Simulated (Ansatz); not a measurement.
Take a crystal in which Ge has been replaced by Si on all its sites, with the cell rescaled by a rough guess (in some cases also distorted within its space group) and nothing relaxed:

```
Mg Si
1.0
     0.00000    3.14012    3.14012
     3.14012    0.00000    3.14012
     3.14012    3.14012    0.00000
Mg Si
2 1
Direct
  0.25000 0.25000 0.25000
  0.75000 0.75000 0.75000
  0.00000 0.00000 0.00000
```

Computed with DFT PBEsol, scalar-relativistic, plane waves, PAW (Ansatz 0.2.0).

Settings: cutoff 420 eV, Γ-centred mesh 10×10×10 on the computed 3-atom cell, Gaussian smearing of 0.01 eV; no spin polarisation.

Will this cell want to expand or contract, and how hard?

The pressure is 1.3 GPa (positive in compression), so the cell would expand.

Is it a metal on this mesh?

No: the gap is 0.09 eV, the least direct gap 2.00 eV.

What is its energy against the elements in their standard states?

-0.156 eV/atom at this unrelaxed geometry, with the elements in the same functional.